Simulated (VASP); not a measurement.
# Fe: intraband terms of a metal's spectrum

Fe, Fmmm (no. 69), 1 atom in the cell. PBE, independent-particle dielectric function; PAW potentials Fe (PBE set).

## Input

INCAR.step1:
```
SYSTEM = Fe
EDIFF    = 1E-7           ! SCF threshold, eV
ENCUT    = 320            ! plane-wave cutoff, eV
ISMEAR   = 1              ! smearing method
ISPIN    = 2              ! spin polarisation
KPAR     = 4            
LASPH    = .TRUE.         ! aspherical terms in the spheres
LCHARG   = .TRUE.         ! write CHGCAR
LMAXMIX  = 4              ! l up to which the mixer works
LWAVE    = .FALSE.        ! write WAVECAR
MAGMOM   = 3              ! initial moments
PREC     = Accurate       ! precision mode
SIGMA    = 0.1            ! smearing width, eV
```

INCAR.step2:
```
SYSTEM = Fe
CSHIFT   = 0.1          
EDIFF    = 1E-6           ! SCF threshold, eV
ENCUT    = 320            ! plane-wave cutoff, eV
ICHARG   = 11             ! starting density
ISMEAR   = 0              ! smearing method
ISPIN    = 2              ! spin polarisation
KPAR     = 4            
LASPH    = .TRUE.         ! aspherical terms in the spheres
LCHARG   = .FALSE.        ! write CHGCAR
LMAXMIX  = 4              ! l up to which the mixer works
LWAVE    = .TRUE.         ! write WAVECAR
MAGMOM   = 3              ! initial moments
NBANDS   = 18             ! bands
NEDOS    = 3000           ! points of the DOS
OMEGAMAX = 30           
PREC     = Accurate       ! precision mode
SIGMA    = 0.3            ! smearing width, eV
```

INCAR.step3, as INCAR.step2 but for:
```
- LWAVE = .TRUE.
+ ALGO = None
+ ISTART = 1
+ LOPTICS = .TRUE.
+ LWAVE = .FALSE.
+ NELM = 1
```

INCAR.step4, as INCAR.step3 but for:
```
+ WPLASMAI = 0.03
```

INCAR.step5 to INCAR.step6 change the same tag again: WPLASMAI = 0.1, 0.3.

INCAR.step7, as INCAR.step6 but for:
```
- WPLASMAI = 0.3
+ RTIME = 20
```

INCAR.step8, as INCAR.step7 but for:
```
- RTIME = 20
+ RTIME = 1
```

INCAR.step9, as INCAR.step8 but for:
```
- RTIME = 1
+ LNABLA = .TRUE.
```

INCAR.step10, as INCAR.step9 but for:
```
- ISMEAR = 0
- LNABLA = .TRUE.
+ ISMEAR = -5
```

KPOINTS.step1:
```
k-points
0
Gamma
  13 13 13
```

KPOINTS.step2:
```
k-points
0
Gamma
  11 11 11
```

POSCAR:
```
Fe
1.0
    0.0000000000      1.9417396906      1.9651051623
    1.4984397099      0.0000000000      1.9651051623
    1.4984397099      1.9417396906      0.0000000000
Fe
1
Direct
    0.0000000000      0.0000000000      0.0000000000
```

Commands (each step's output is kept before the next begins):
```
cat potpaw_PBE.64/Fe/POTCAR > POTCAR
cp INCAR.step1 INCAR
cp KPOINTS.step1 KPOINTS
mpirun -np 4 vasp_std > vasp.out
cp INCAR.step2 INCAR
cp KPOINTS.step2 KPOINTS
mpirun -np 4 vasp_std > vasp.out
cp INCAR.step3 INCAR
mpirun -np 4 vasp_std > vasp.out
cp INCAR.step4 INCAR
mpirun -np 4 vasp_std > vasp.out
cp INCAR.step5 INCAR
mpirun -np 4 vasp_std > vasp.out
cp INCAR.step6 INCAR
mpirun -np 4 vasp_std > vasp.out
cp INCAR.step7 INCAR
mpirun -np 4 vasp_std > vasp.out
cp INCAR.step8 INCAR
mpirun -np 4 vasp_std > vasp.out
cp INCAR.step9 INCAR
mpirun -np 4 vasp_std > vasp.out
cp INCAR.step10 INCAR
mpirun -np 4 vasp_std > vasp.out
```

## Result

- Bands: 18

One ground state, settings moved in the last step alone:

| Settings | Plasma frequency (eV) | Im ε at 0.5 eV | Im ε at 1 eV | Im ε at 2 eV | Im ε at 4 eV | Time (s) |
|---|---|---|---|---|---|---|
| interband part alone | 6.94 | 52.0 | 34.1 | 25.9 | 9.1 | 8 |
| Drude term, WPLASMAI 0.03 | 6.94 | 63.5 | 35.5 | 26.0 | 9.1 | 8 |
| Drude term, WPLASMAI 0.1 | 6.94 | 89.1 | 38.8 | 26.5 | 9.2 | 8 |
| Drude term, WPLASMAI 0.3 | 6.94 | 137.1 | 47.3 | 27.6 | 9.3 | 8 |
| relaxation time RTIME 20 fs | 6.94 | 64.7 | 35.7 | 26.1 | 9.1 | 10 |
| relaxation time RTIME 1 fs | 6.94 | 144.9 | 56.2 | 29.4 | 9.6 | 8 |
| transversal form (LNABLA) | 5.96 | 42.0 | 25.0 | 16.9 | 5.6 | 8 |
| tetrahedron method | – | – | – | – | – | no result |

VASP 6.6.1 took 82 s on 4 cores (AMD EPYC 7R43 (Zen 3)), a shared host.
